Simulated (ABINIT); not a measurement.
# Au (Fm-3m) in ABINIT: notebook

The runs below take Au through band structure, equation of state, with rPW86PBE, PBE+D3, PBEsol, LDA, RPBE.

Program: ABINIT 10.8.3 (patched build). These are calculated values, not measurements. Logs are shortened: lines on timing, memory, paths and dates and some standing lists are left out, and cuts for length are marked. The log counts tension as positive stress, the text compression.

**What was measured.**

“Exploring toroidal anvil profiles for larger sample volumes above 4 Mbar”, 2024, pmc:11102561 quotes, for a bulk crystal of Au: bulk modulus 167 GPa.

The runs below are set against these values where they give the same quantity.

## (1) Starting point

Symmetry: Fm-3m, No. 225, cubic system. The conventional cell has a = 4.070 Å, b = 4.070 Å, c = 4.070 Å, α = 90.00°, β = 90.00°, γ = 90.00°. Around Au (site symmetry m-3m) lie 12 Au at 2.88 Å.

## (2) Band structure, rPW86PBE

run.abi

```
# Datasets: ground state, then fixed potential
ndtset 2

# Pseudopotentials
pp_dirpath "./"
pseudos "Au.upf"

# Structure
acell 3*1.0
rprim
     0.0000000000     3.8455926636     3.8455926636
     3.8455926636     0.0000000000     3.8455926636
     3.8455926636     3.8455926636     0.0000000000
ntypat 1
znucl 79
natom 1
typat 1
xred
     0.0000000000     0.0000000000     0.0000000000

# Plane-wave basis
ecut 38.0

# Exchange and correlation
ixc -144130

# Bands and occupations
occopt 3
tsmear 0.05 eV

# SCF cycle
nstep 100

# Output
iomode 3
prtwf 0
prteig 0
prtebands 0
enunit 2
prtden1 1

# Dataset 1
kptopt1 1
ngkpt1 11 11 11
nshiftk1 1
shiftk1 0.0 0.0 0.0
nband1 14
tolvrs1 1.0e-10

# Dataset 2: bands along G-X-W-K-G-L-U-W-L-K
iscf2 -2
getden2 1
nband2 18
nbdbuf2 2
tolwfr2 1.0e-12
kptopt2 -9
ndivsm2 6
prteig2 1
kptbounds2
     0.0000000000     0.0000000000     0.0000000000
     0.5000000000     0.0000000000     0.5000000000
     0.5000000000     0.2500000000     0.7500000000
     0.3750000000     0.3750000000     0.7500000000
     0.0000000000     0.0000000000     0.0000000000
     0.5000000000     0.5000000000     0.5000000000
     0.6250000000     0.2500000000     0.6250000000
     0.5000000000     0.2500000000     0.7500000000
     0.5000000000     0.5000000000     0.5000000000
     0.3750000000     0.3750000000     0.7500000000
```

Potentials or basis: PseudoDojo NC SR PBE v0.4.1 standard.

On the command line:

```sh
abinit run.abi > log 2>&1
```

run.abo:

```text
.Version 10.8.3 of ABINIT
 DATASET    1 : space group Fm -3 m (#225); Bravais cF (face-center cubic)
================================================================================
 Values of the parameters that define the memory need for DATASET  1.
     intxc =       0    ionmov =       0      iscf =       7    lmnmax =       7
     lnmax =       7     mgfft =      32  mpssoang =       4    mqgrid =    3001
     natom =       1  nloc_mem =       1    nspden =       1   nspinor =       1
    nsppol =       1      nsym =      48    n1xccc =    2501    ntypat =       1
    occopt =       3   xclevel =       2
       mpw =        1303          nfft =       32768          nkpt =          56
================================================================================
================================================================================

 DATASET    2 : space group Fm -3 m (#225); Bravais cF (face-center cubic)
================================================================================
 Values of the parameters that define the memory need for DATASET  2.
     intxc =       0    ionmov =       0      iscf =      -2    lmnmax =       7
     lnmax =       7     mgfft =      32  mpssoang =       4    mqgrid =    3001
     natom =       1  nloc_mem =       1    nspden =       1   nspinor =       1
    nsppol =       1      nsym =      48    n1xccc =    2501    ntypat =       1
    occopt =       3   xclevel =       2
       mpw =        1303          nfft =       32768          nkpt =         103
================================================================================
================================================================================

--------------------------------------------------------------------------------
------------- Echo of variables that govern the present computation ------------
--------------------------------------------------------------------------------
 -outvars: echo values of preprocessed input variables --------
            acell      1.0000000000E+00  1.0000000000E+00  1.0000000000E+00 Bohr
              amu      1.96966540E+02
             ecut      3.80000000E+01 Hartree
           enunit           2
           getden1          0
           getden2          1
             iscf1          7
             iscf2         -2
                       outvar_i_n : Printing only first  50 k-points.
              ixc     -144130
           jdtset        1    2
                       outvar_i_n : Printing only first  50 k-points.
           kptopt1          1
           kptopt2         -9
         kptrlatt       11    0    0      0   11    0      0    0   11
          kptrlen1     5.98233823E+01
          kptrlen2     3.00000000E+01
            natom           1
            nband1         14
            nband2         18
           nbdbuf1          0
           nbdbuf2          2
           ndtset           2
           ndivsm1          0
           ndivsm2          6
            ngfft          32      32      32
             nkpt1         56
             nkpt2        103
            nstep         100
             nsym          48
           ntypat           1
                       prtocc : prtvol=0, do not print more k-points.
           occopt           3
        prtebands           0
           prteig1          0
           prteig2          1
            prtwf           0
            rprim      0.0000000000E+00  3.8455926636E+00  3.8455926636E+00
                       3.8455926636E+00  0.0000000000E+00  3.8455926636E+00
                       3.8455926636E+00  3.8455926636E+00  0.0000000000E+00
           shiftk1     0.00000000E+00  0.00000000E+00  0.00000000E+00
           shiftk2     5.00000000E-01  5.00000000E-01  5.00000000E-01
          spgroup         225
           tolvrs1     1.00000000E-10
           tolvrs2     0.00000000E+00
           tolwfr1     0.00000000E+00
           tolwfr2     1.00000000E-12
           tsmear      1.83746611E-03 Hartree
            typat      1
                       outvars : Printing only first  50 k-points.
            znucl       79.00000

================================================================================

 chkinp: Checking input parameters for consistency, jdtset=   1.

 chkinp: Checking input parameters for consistency, jdtset=   2.
[... 888 lines left out ...]
  3.4577E-01  3.8293E-01  4.1671E-01  6.2507E-01  6.7687E-01  7.8433E-01
  9.8275E-01  1.1408E+00  1.4059E+00  1.4484E+00  1.4779E+00  1.7111E+00
 Non-SCF case, kpt  103 (  0.37500  0.37500  0.75000), residuals and eigenvalues=
  5.15E-13  9.47E-13  1.16E-13  7.67E-13  1.07E-13  2.60E-13  5.59E-13  7.19E-13
  4.84E-13  5.00E-13  4.81E-13  7.42E-14  6.51E-13  2.43E-13  2.19E-13  9.04E-13
  2.02E-13  1.40E-06
 -3.3904E+00 -1.6042E+00 -1.6025E+00 -1.6002E+00  2.5663E-01  2.8010E-01
  3.5448E-01  3.8918E-01  4.1899E-01  6.3925E-01  6.7096E-01  7.7422E-01
  9.6381E-01  1.1491E+00  1.3777E+00  1.4535E+00  1.4997E+00  1.7143E+00

--- !ResultsGS
iteration_state: {dtset: 2, }
comment   : Summary of ground state results
lattice_vectors:
- [  0.0000000,   3.8455927,   3.8455927, ]
- [  3.8455927,   0.0000000,   3.8455927, ]
- [  3.8455927,   3.8455927,   0.0000000, ]
lattice_lengths: [   5.43849,    5.43849,    5.43849, ]
lattice_angles: [ 60.000,  60.000,  60.000, ] # degrees, (23, 13, 12)
lattice_volume:   1.1374173E+02
convergence: {deltae:  0.000E+00, res2:  0.000E+00, residm:  9.979E-13, diffor:  0.000E+00, }
etotal    :  -1.48343169E+02
entropy   :   0.00000000E+00
fermie    :   4.99118208E-01
cartesian_stress_tensor: null
pressure_GPa: null
xred      :
- [  0.0000E+00,   0.0000E+00,   0.0000E+00, Au]
cartesian_forces: null
force_length_stats: {min: null, max: null, mean: null, }
...

 Integrated electronic density in atomic spheres:
 ------------------------------------------------
 Atom  Sphere_radius  Integrated_density
    1        2.00000         15.62233264
================================================================================

 ----iterations are completed or convergence reached----

 Mean square residual over all n,k,spin=   41.807E-14; max=  99.787E-14
 reduced coordinates (array xred) for    1 atoms
       0.000000000000      0.000000000000      0.000000000000

 cartesian coordinates (angstrom) at end:
    1      0.00000000000000     0.00000000000000     0.00000000000000
 length scales=  1.000000000000  1.000000000000  1.000000000000 bohr
              =  0.529177210544  0.529177210544  0.529177210544 angstroms
 Eigenvalues (hartree) for nkpt= 103  k points:
 kpt#   1, nband= 18, wtk=  1.00000, kpt=  0.0000  0.0000  0.0000 (reduced coord)
  -3.39097   -1.59760   -1.59760   -1.59760    0.13202    0.32231    0.32231    0.32231
   0.37849    0.37849    1.03276    1.17952    1.17952    1.17952    1.36979    1.53079
   1.53079    1.53079
 kpt#   2, nband= 18, wtk=  1.00000, kpt=  0.0294  0.0000  0.0294 (reduced coord)
  -3.39096   -1.59767   -1.59762   -1.59762    0.13353    0.32152    0.32299    0.32299
   0.37764    0.37883    1.03462    1.17407    1.17880    1.17880    1.37982    1.50954
   1.50954    1.53183
 kpt#   3, nband= 18, wtk=  1.00000, kpt=  0.0588  0.0000  0.0588 (reduced coord)
  -3.39095   -1.59787   -1.59771   -1.59771    0.13802    0.31919    0.32502    0.32502
   0.37514    0.37983    1.04012    1.16073    1.17623    1.17623    1.40649    1.47587
   1.47587    1.53421
 kpt#   4, nband= 18, wtk=  1.00000, kpt=  0.0882  0.0000  0.0882 (reduced coord)
  -3.39092   -1.59821   -1.59784   -1.59784    0.14542    0.31546    0.32838    0.32838
   0.37118    0.38147    1.04903    1.14467    1.17055    1.17055    1.43971    1.44548
   1.44548    1.48504
 kpt#   5, nband= 18, wtk=  1.00000, kpt=  0.1176  0.0000  0.1176 (reduced coord)
[... 380 lines left out ...]
  -3.39042   -1.60439   -1.60184   -1.59970    0.26357    0.29708    0.33508    0.36433
   0.41673    0.60707    0.63581    0.86498    1.02690    1.11468    1.43518    1.43829
   1.47547    1.68972
 kpt# 101, nband= 18, wtk=  1.00000, kpt=  0.4000  0.4000  0.7000 (reduced coord)
  -3.39040   -1.60410   -1.60236   -1.59988    0.26281    0.29245    0.33803    0.37424
   0.41616    0.61466    0.65989    0.82009    1.00418    1.12912    1.43101    1.44338
   1.46356    1.70770
 kpt# 102, nband= 18, wtk=  1.00000, kpt=  0.3875  0.3875  0.7250 (reduced coord)
  -3.39039   -1.60399   -1.60262   -1.60003    0.25996    0.28634    0.34577    0.38293
   0.41671    0.62507    0.67687    0.78433    0.98275    1.14075    1.40589    1.44841
   1.47794    1.71114
 kpt# 103, nband= 18, wtk=  1.00000, kpt=  0.3750  0.3750  0.7500 (reduced coord)
  -3.39038   -1.60415   -1.60251   -1.60016    0.25663    0.28010    0.35448    0.38918
   0.41899    0.63925    0.67096    0.77422    0.96381    1.14907    1.37772    1.45348
   1.49974    1.71433
 Eigenvalues (   eV  ) for nkpt= 103  k points:
 kpt#   1, nband= 18, wtk=  1.00000, kpt=  0.0000  0.0000  0.0000 (reduced coord)
 -92.27299  -43.47282  -43.47282  -43.47282    3.59239    8.77050    8.77050    8.77050
  10.29925   10.29925   28.10286   32.09628   32.09628   32.09628   37.27402   41.65489
  41.65489   41.65489
 kpt#   2, nband= 18, wtk=  1.00000, kpt=  0.0294  0.0000  0.0294 (reduced coord)
 -92.27285  -43.47471  -43.47357  -43.47357    3.63342    8.74896    8.78895    8.78895
  10.27610   10.30841   28.15350   31.94805   32.07691   32.07691   37.54687   41.07678
  41.07678   41.68331
 kpt#   3, nband= 18, wtk=  1.00000, kpt=  0.0588  0.0000  0.0588 (reduced coord)
 -92.27244  -43.48030  -43.47578  -43.47578    3.75577    8.68562    8.84416    8.84416
  10.20821   10.33566   28.30321   31.58514   32.00696   32.00696   38.27260   40.16053
  40.16053   41.74808
 kpt#   4, nband= 18, wtk=  1.00000, kpt=  0.0882  0.0000  0.0882 (reduced coord)
 -92.27176  -43.48937  -43.47937  -43.47937    3.95714    8.58407    8.93562    8.93562
  10.10032   10.38027   28.54569   31.14816   31.85234   31.85234   39.17653   39.33354
  39.33354   40.41002
 kpt#   5, nband= 18, wtk=  1.00000, kpt=  0.1176  0.0000  0.1176 (reduced coord)
[... 381 lines left out ...]
  11.33980   16.51917   17.30138   23.53724   27.94345   30.33208   39.05326   39.13779
  40.14953   45.97969
 kpt# 101, nband= 18, wtk=  1.00000, kpt=  0.4000  0.4000  0.7000 (reduced coord)
 -92.25748  -43.64989  -43.60240  -43.53482    7.15155    7.95789    9.19829   10.18349
  11.32419   16.72572   17.95640   22.31585   27.32513   30.72485   38.93970   39.27639
  39.82548   46.46902
 kpt# 102, nband= 18, wtk=  1.00000, kpt=  0.3875  0.3875  0.7250 (reduced coord)
 -92.25712  -43.64680  -43.60960  -43.53911    7.07393    7.79173    9.40885   10.42008
  11.33927   17.00899   18.41858   21.34258   26.74187   31.04141   38.25619   39.41328
  40.21674   46.56254
 kpt# 103, nband= 18, wtk=  1.00000, kpt=  0.3750  0.3750  0.7500 (reduced coord)
 -92.25690  -43.65122  -43.60657  -43.54268    6.98319    7.62188    9.64602   10.59006
  11.40128   17.39487   18.25774   21.06753   26.22658   31.26769   37.48969   39.55116
  40.80999   46.64932

== END DATASET(S) ==============================================================
================================================================================

 -outvars: echo values of variables after computation  --------
            acell      1.0000000000E+00  1.0000000000E+00  1.0000000000E+00 Bohr
           etotal1    -1.4834316880E+02
            fcart1    -0.0000000000E+00 -0.0000000000E+00 -0.0000000000E+00
            rprim      0.0000000000E+00  3.8455926636E+00  3.8455926636E+00
                       3.8455926636E+00  0.0000000000E+00  3.8455926636E+00
                       3.8455926636E+00  3.8455926636E+00  0.0000000000E+00
           strten1    -7.4240397076E-04 -7.4240397076E-04 -7.4240397076E-04
                       0.0000000000E+00  0.0000000000E+00  0.0000000000E+00
 Calculation completed.
```

It took 58 s on 1 thread of Arm Neoverse V1, shared host; peak memory 0.12 GiB.

Results:

| Quantity | Value |
| --- | --- |
| Free energy | -4036.6233 eV |
| Pressure | 21.8 GPa |
| Band gap on the k mesh | none (metal or under the smearing width) |
| Valence electrons inside the program's atomic spheres | Au 15.62 (radii [1.0584] Å) |

Levels at the corners of the path, in eV from the Fermi level:
```tsv
point	band 5	band 6	band 7	band 8	band 9	band 10	band 11	band 12	band 13	band 14
Γ	-9.99	-4.81	-4.81	-4.81	-3.28	-3.28	14.52	18.51	18.51	18.51
X	-7.21	-6.89	-2.11	-1.72	-1.72	0.98	5.77	10.02	10.02	17.39
W	-6.09	-5.28	-5.28	-3.44	-1.72	4.69	6.32	6.32	9.52	22.64
K	-6.60	-5.96	-3.94	-2.99	-2.18	3.81	4.68	7.49	12.64	17.69
Γ	-9.99	-4.81	-4.81	-4.81	-3.28	-3.28	14.52	18.51	18.51	18.51
L	-7.46	-4.86	-4.86	-2.06	-2.06	-0.99	3.04	14.02	17.16	17.16
U	-6.60	-5.96	-3.94	-2.99	-2.18	3.81	4.68	7.49	12.64	17.69
W	-6.09	-5.28	-5.28	-3.44	-1.72	4.69	6.32	6.32	9.52	22.64
L	-7.46	-4.86	-4.86	-2.06	-2.06	-0.99	3.04	14.02	17.16	17.16
K	-6.60	-5.96	-3.94	-2.99	-2.18	3.81	4.68	7.49	12.64	17.69
```

Caveat: so large a pressure means that the cell lies far from this level's equilibrium, or that cutoff or potentials fall short; the potentials were made for another functional, which shifts forces and pressure; spin-orbit coupling is left out, which moves the levels of the heavy elements.

## (3) Equation of state, PBE+D3

run.abi

```
ndtset 7
getwfk -1
scalecart1 3*0.9795861087
scalecart2 3*0.9864848297
scalecart3 3*0.9932883884
scalecart4 3*1.0000000000
scalecart5 3*1.0066227096
scalecart6 3*1.0131594038
scalecart7 3*1.0196128224

pp_dirpath "./"
pseudos "Au.GGA_PBE-JTH.xml"

acell 5.4384893002 5.4384893002 5.4384893002
rprim
     0.0000000000     0.7071067812     0.7071067812
     0.7071067812     0.0000000000     0.7071067812
     0.7071067812     0.7071067812     0.0000000000
ntypat 1
znucl 79
natom 1
typat 1
xred
     0.0000000000     0.0000000000     0.0000000000

ecut 680.284656 eV
pawecutdg 47.0

kptopt 1
ngkpt 11 11 11
nshiftk 1
shiftk 0.0 0.0 0.0

ixc 11
vdw_xc 6

nband 10
occopt 3
tsmear 0.00183747

nstep 100
tolvrs 1.0e-9

iomode 3
prtwf 1
prtden 0
prteig 0
prtebands 0
```

Potentials or basis: JTH PAW PBE v2.0.

On the command line:

```sh
abinit run.abi > log 2>&1
```

Wall time 1.8 min (1 thread of Arm Neoverse V1, shared host); peak memory 0.15 GiB.

Results (log left out):

- Equilibrium volume: 17.26 Å³/atom
- Bulk modulus: 153 GPa
- Pressure derivative of the bulk modulus: 6.4

Energy against volume, from the lowest point:
| volume (Å³/atom) | energy (meV/atom) |
| --- | --- |
| 15.843 | 68.08 |
| 16.181 | 37.43 |
| 16.518 | 16.71 |
| 16.855 | 4.62 |
| 17.192 | 0.00 |
| 17.529 | 1.83 |
| 17.866 | 9.29 |

Caveat: pressures at fixed basis lie under the slope of the energies. Spin-orbit coupling is left out, which matters for the levels of Au.

## (4) Band structure, PBEsol

run.abi

```
ndtset 2

pp_dirpath "./"
pseudos "Au.upf"

acell 2.8779245994 2.8779245994 2.8779245994 Angstrom
rprim
     0.0000000000     0.7071067812     0.7071067812
     0.7071067812     0.0000000000     0.7071067812
     0.7071067812     0.7071067812     0.0000000000
ntypat 1
znucl 79
natom 1
typat 1
xred
     0.0000000000     0.0000000000     0.0000000000

ecut 38.0

ixc -116133

occopt 3
tsmear 0.05 eV

nstep 100

iomode 3
prtwf 0
prteig 0
prtebands 0
enunit 1
prtden1 1

kptopt1 1
ngkpt1 11 11 11
nshiftk1 1
shiftk1 0.0 0.0 0.0
nband1 14
tolvrs1 1.0e-10

iscf2 -2
getden2 1
nband2 18
nbdbuf2 2
tolwfr2 1.0e-12
kptopt2 -9
ndivsm2 8
prteig2 1
prtvol2 -3
kptbounds2
     0.0000000000     0.0000000000     0.0000000000
     0.5000000000     0.0000000000     0.5000000000
     0.5000000000     0.2500000000     0.7500000000
     0.3750000000     0.3750000000     0.7500000000
     0.0000000000     0.0000000000     0.0000000000
     0.5000000000     0.5000000000     0.5000000000
     0.6250000000     0.2500000000     0.6250000000
     0.5000000000     0.2500000000     0.7500000000
     0.5000000000     0.5000000000     0.5000000000
     0.3750000000     0.3750000000     0.7500000000
```

Potentials or basis: PseudoDojo NC SR PBEsol v0.4.1 standard.

On the command line:

```sh
abinit run.abi > log 2>&1
```

It took 67 s on 1 thread of Arm Neoverse V1, shared host; peak memory 0.12 GiB.

The run converged. Its results:

| Quantity | Value |
| --- | --- |
| Free energy | -4011.5728 eV |
| Pressure | 1.2 GPa |
| Band gap on the k mesh | none (metal or under the smearing width) |
| Valence electrons inside the program's atomic spheres | Au 15.59 (radii [1.0584] Å) |

Levels at the corners of the path, in eV from the Fermi level:
| point | band 6 | band 7 | band 8 | band 9 | band 10 | band 11 | band 12 | band 13 |
| --- | --- | --- | --- | --- | --- | --- | --- | --- |
| Γ | -4.73 | -4.73 | -4.73 | -3.17 | -3.17 | 14.42 | 18.47 | 18.47 |
| X | -6.84 | -1.98 | -1.61 | -1.61 | 0.91 | 5.84 | 9.98 | 9.98 |
| W | -5.22 | -5.22 | -3.34 | -1.61 | 4.74 | 6.30 | 6.30 | 9.46 |
| K | -5.92 | -3.88 | -2.88 | -2.07 | 3.84 | 4.66 | 7.47 | 12.62 |
| Γ | -4.73 | -4.73 | -4.73 | -3.17 | -3.17 | 14.42 | 18.47 | 18.47 |
| L | -4.77 | -4.77 | -1.94 | -1.94 | -1.09 | 3.12 | 13.87 | 17.14 |
| U | -5.92 | -3.88 | -2.88 | -2.07 | 3.84 | 4.66 | 7.47 | 12.62 |
| W | -5.22 | -5.22 | -3.34 | -1.61 | 4.74 | 6.30 | 6.30 | 9.46 |
| L | -4.77 | -4.77 | -1.94 | -1.94 | -1.09 | 3.12 | 13.87 | 17.14 |
| K | -5.92 | -3.88 | -2.88 | -2.07 | 3.84 | 4.66 | 7.47 | 12.62 |

Caveat: spin-orbit coupling is left out, which moves the levels of the heavy elements.

(Continued in part 2 of 2.)
